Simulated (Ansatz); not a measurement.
The system is Ti.

```
CELL_PARAMETERS angstrom
4.56737 0.00000 0.00000
-2.28369 3.95546 0.00000
0.00000 0.00000 2.82624
ATOMIC_POSITIONS crystal
Ti 0.66667 0.33333 0.50000
Ti 0.33333 0.66667 0.50000
Ti 0.00000 0.00000 0.00000
```

This isn't the form of Ti at room conditions, which is hcp.

Base run:

| Property | Result |
| --- | --- |
| Program | Ansatz 0.2.0 |
| Functional | PBEsol |
| Potentials or basis | all-electron LAPW, scalar-relativistic |
| Cutoff | 242 eV (chosen from the basis error) |
| Basis error allowed | 0.002 eV/atom |
| k mesh | 7 × 7 × 9 |
| Occupations | fermi-dirac, width 0.05 eV |
| Spin | no spin polarisation |

Its results: pressure -3.7 GPa.

Task: The run is repeated on the same cell with these changes: functional from PBEsol to LDA. What comes out?

Result: Pressure -8.0 GPa.

LDA binds more tightly than PBEsol, so the same cell stands under less pressure.
